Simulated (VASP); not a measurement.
A run of VASP 6.6.1 is set up as follows.

The input INCAR:

```
ALGO = Normal
EDIFF = 1E-6
EDIFFG = -0.01
ENCUT = 600
GGA = PE
IBRION = 2
ISIF = 3
ISMEAR = 1
IVDW = 12
LASPH = True
LCHARG = False
LREAL = False
LWAVE = False
NELM = 80
NSW = 90
PREC = Accurate
SIGMA = 0.1
```

KPOINTS

```
k-points
0
Gamma
  15 15 9
```

POSCAR

```
Os
1.0
    2.7341000000      0.0000000000      0.0000000000
   -1.3670500000      2.3678000565      0.0000000000
    0.0000000000      0.0000000000      4.3197000000
Os
2
Direct
    0.3333333333      0.6666666667      0.2500000000
    0.6666666667      0.3333333333      0.7500000000
```

Potentials or basis: VASP PAW PBE potentials, release 64 (Os).

Run with:

```bash
$ cat potpaw_PBE.64/Os/POTCAR > POTCAR
$ mpirun -np 1 vasp_std > vasp.out
```

(1) Predict the relaxed cell.

(2) Predict the space group after relaxing (to 0.05 Å).

(3) What does it give for the band gap on the k mesh?

## Answers

(1) a = 2.735 Å, b = 2.735 Å, c = 4.326 Å, α = 90.00°, β = 90.00°, γ = 120.00°.

(2) P6_3/mmc (No. 194).

(3) none (metal or under the smearing width).
